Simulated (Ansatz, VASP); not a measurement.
**InAs in VASP and in Ansatz**

File INCAR:

```
PREC = Accurate
ENCUT = 520
EDIFF = 1E-6
ISMEAR = -1
SIGMA = 0.1
LREAL = F
LASPH = T
NELM = 80
ALGO = Normal
ISIF = 2
LWAVE = F
LCHARG = F
GGA = PE
NBANDS = 16
```

Contents of KPOINTS:

```
Automatic mesh
0
Gamma
  13 13 13
```

File POSCAR:

```
InAs
1.0
    0.0000000000      2.8173096017      2.8173096017
    2.8173096017      0.0000000000      2.8173096017
    2.8173096017      2.8173096017      0.0000000000
In As
1 1
Direct
    0.0000000000      0.0000000000      0.0000000000
    0.5000000000      0.5000000000      0.5000000000
```

Input for Ansatz:

```yaml
crystal:
  lattice:
    - [0.0, 2.8173096017, 2.8173096017]
    - [2.8173096017, 0.0, 2.8173096017]
    - [2.8173096017, 2.8173096017, 0.0]
  atoms:
    - { symbol: In, position: [0.0, 0.0, 0.0] }
    - { symbol: As, position: [0.5, 0.5, 0.5] }
kpoints:
  mp_grid: { grid: [13, 13, 13] }
scf:
  occupations: { method: fermi_dirac, width: 0.1 }
hamiltonian:
  xc: pbe
  pseudopotentials: { kind: paw }
output:
  forces: true
  stress: true
  eigenvalues: true
  populations: true
```

Change from the starting cell: volume scaled by 0.94, PAW files.

Alike in both runs: task single point; functional PBE; k mesh 13 × 13 × 13; occupations fermi-dirac, width 0.1 eV; no spin polarisation.

|  | VASP | Ansatz |
| --- | --- | --- |
| version | VASP 6.6.1 | Ansatz 0.2.0 |
| potentials or method | VASP PAW PBE potentials, release 64 (In_d, As) | PAW with Ansatz's default frozen-core files, scalar-relativistic |
| plane-wave cutoff (eV) | 520 | 420 |
| valence electrons in the cell | 18 | 28 |

```csv
,VASP,Ansatz,Ansatz less VASP
pressure (GPa),4.5,4.4,-0.15
```

The two sets of potentials don't hold the same shells in valence.
